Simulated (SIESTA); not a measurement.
Crystal: SiC.

```xyz
8
Lattice="3.0757 0.0000 0.0000 -1.5378 2.6636 0.0000 0.0000 0.0000 10.0706" Properties=species:S:1:pos:R:3 pbc="T T T"
Si    0.0000    0.0000    1.8922
Si    0.0000    0.0000    6.9275
Si    0.0000    1.7758    4.4094
Si    1.5378    0.8879    9.4447
C     0.0000    0.0000    0.0046
C     0.0000    0.0000    5.0400
C     0.0000    1.7758    2.5157
C     1.5378    0.8879    7.5510
```

The cell is a database's computed one.

Base run:

```yaml
Program: SIESTA 5.4.2
Functional: vdW-DF-cx
Potentials_or_basis: PseudoDojo 0.4 standard (PBE files)
Basis: DZP (energy shift 0.003 Ry)
Grid_cutoff: 500 Ry
Energy_shift: 0.003 Ry
k_mesh: 10 × 10 × 3
Occupations: fermi-dirac, width 0.05 eV
Spin: no spin polarisation
```

Its results: band gap on the k mesh 2.19 eV, indirect (least direct gap 3.32 eV); pressure 5.7 GPa; largest force 0.027 eV/Å.

The run is repeated on the same cell with these changes: functional from vdW-DF-cx to PBE; potentials or basis from PseudoDojo 0.4 standard (PBE files) to SG15 1.2 (PBE files) or PseudoDojo by element. What comes out?

Band gap on the k mesh 2.24 eV, indirect (least direct gap 3.35 eV); pressure 7.3 GPa; largest force 0.026 eV/Å.

Caveats: the basis of atomic orbitals isn't converged, which shifts pressures, moduli and gaps; the potentials were made for another functional, which shifts forces and pressure (some runs).
